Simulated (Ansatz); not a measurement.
# BN: the cost of one run

All numbers are computed with the Python package of Ansatz 0.2.0. Level of theory: DFT r2SCAN, plane waves, PAW.

## Step 1: Starting point

Symmetry: P1, No. 1, triclinic system. The conventional cell has a = 2.508 Å, b = 2.508 Å, c = 3.274 Å, α = 101.11°, β = 101.11°, γ = 119.81°. Around B (site symmetry 1) lie 3 N at 1.40 to 1.52 Å. N (site symmetry 1) is surrounded by 3 B at 1.40 to 1.52 Å.

No structure file is read: the coordinates are typed or built in the script.

## Step 2: Script

File kconv_bn.py:

```python
"""Convergence of BN with the k-point mesh."""

import warnings

import ansatz as az
import matplotlib.pyplot as plt


def main() -> None:
    warnings.simplefilter("ignore", az.DeckWarning)

    system = (
        az.Lattice.of((2.50804092, 0.0, 0.0), (-1.24671076, 2.17623104, 0.0), (-0.63066508, -1.08811552, 3.02254))
        .atom("B", (0.979643, 0.983499, 0.001806))
        .atom("N", (0.668506, 0.332385, 0.984999))
    )

    calculation = (
        system.calculation()
        .basis(600)  # plane waves up to this kinetic energy
        .occupations("Fixed")  # whole-number filling, right only where there is a gap
        .functional(az.Functional.R2SCAN)
        .pseudopotentials("paw")
        .band_table()
    )

    rows = []
    for value in [0.9, 0.7, 0.55, 0.45, 0.35]:
        r = calculation.kpoints(spacing=value).run(threads=1, pin="off").report
        rows.append((value, r["free_energy_ev"] / len(r["lattice"]["sites"]), r["n_iterations"], r["gap_by_band_count_ev"], r["n_kpoints"]))

    print("spacing (1/A)   F/atom (eV)    iterations  gap by band count (eV)      k-points")
    for row in rows:
        print(f"{str(row[0]):>12s}  {row[1]:12.5f}  {row[2]:12d}  {row[3]:22.3f}  {row[4]:12d}")

    # differences from the last row
    for row in rows[:-1]:
        shift = 1000 * (row[1] - rows[-1][1])
        print(f"{row[0]}: {shift:+.2f} meV/atom" + ("  (within 5 meV)" if abs(shift) < 5 else ""))
    plt.figure(figsize=(4.5, 3))
    plt.plot([str(row[0]) for row in rows], [1000 * (row[1] - rows[-1][1]) for row in rows], "o-")
    plt.xlabel("spacing (1/A)")
    plt.ylabel("F - F(last) (meV/atom)")
    plt.tight_layout()
    plt.savefig("kconv.png", dpi=100)


if __name__ == "__main__":
    main()
```

## Step 3: The input behind the calls

The package turns the script's settings into the engine's input (first run):

```yaml
crystal:
  lattice:
    - [2.50804092, 0.0, 0.0]
    - [-1.24671076, 2.17623104, 0.0]
    - [-0.63066508, -1.08811552, 3.02254]
  atoms:
    - { symbol: B, position: [0.979643, 0.983499, 0.001806] }
    - { symbol: "N", position: [0.668506, 0.332385, 0.984999] }
basis:
  ecutwfc: 600.0
kpoints:
  mp_grid:
    kspacing: 0.9
hamiltonian:
  xc: r2scan
  pseudopotentials:
    kind: paw
scf:
  occupations:
    method: fixed
output:
  eigenvalues: true
```

## Step 4: Running it

Command:

```
$ python kconv_bn.py
```

Q: Estimate wall time and peak memory on 1 thread of Arm Neoverse V2, shared host.

About 28 s, with a peak of 0.53 GiB.
